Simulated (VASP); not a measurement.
Wanted: the native input for a VASP 6.6.1 run.

| Quantity | Value |
| --- | --- |
| Task | relaxation of cell and atoms |
| Functional | PBEsol |
| Potentials or basis | VASP PAW PBE potentials, release 64 (Ti_sv, Se) |
| Cutoff | 600 eV |
| k mesh | 12 × 12 × 6 |
| Occupations | methfessel-paxton, width 0.1 eV |
| Spin | no spin polarisation |
| Further INCAR settings | ALGO = Normal; EDIFF = 1e-07; IBRION = 2; EDIFFG = -0.005; NSW = 90; ISIF = 3 |

The structure of TiSe2 lies in POSCAR:

```
TiSe2                                   
1.0
    3.4741473373     -0.0000000000      0.0000000000
   -1.7370736687      3.0086998506     -0.0000000000
    0.0000000000     -0.0000000000      5.9347183666
  Ti              Se            
     1     2
Direct
     1.0000000000000000    1.0000000000000000    1.0000000000000000
     0.3333333332999970    0.6666666667000030    0.2609612075750082
     0.6666666667000030    0.3333333332999970    0.7390387924249918
```

The input as run:

INCAR

```
SYSTEM = TiSe2
  PREC = Accurate
  ENCUT = 600
  EDIFF = 1E-7
  ISMEAR = 1
  SIGMA = 0.1
  LREAL = .FALSE.
  LASPH = .TRUE.
  NELM = 80
  ALGO = Normal
  ISIF = 3
  LWAVE = .FALSE.
  LCHARG = .FALSE.
  GGA = PS
  IBRION = 2
  NSW = 90
  EDIFFG = -0.005
```

KPOINTS

```
Automatic mesh
0
G
  12 12 6
  0 0 0
```

Potentials or basis: VASP PAW PBE potentials, release 64 (Ti_sv, Se).

Command:

```console
$ cat potpaw_PBE.64/Ti_sv/POTCAR potpaw_PBE.64/Se/POTCAR > POTCAR
$ mpirun -np 1 vasp_std > vasp.out
```

It gave:

The relaxed volume is 20.70 Å³/atom and the relaxed cell is a = 3.477 Å, b = 3.477 Å, c = 5.932 Å, α = 90.00°, β = 90.00°, γ = 120.00°. The space group after relaxing (to 0.05 Å) is P-3m1 (No. 164), the energy gained by relaxing is 0.0 meV/atom and the ionic steps are 4. The pressure after relaxing is 0.0 GPa. The band gap on the k mesh is none (metal or under the smearing width).

Caveat: the PAW data sets were made with another functional, which shifts forces and pressure a little.

Wall time 2.5 min on 1 thread of Intel(R) Xeon(R) Platinum 8488C (Sapphire Rapids) (shared host), peak memory 0.28 GiB.
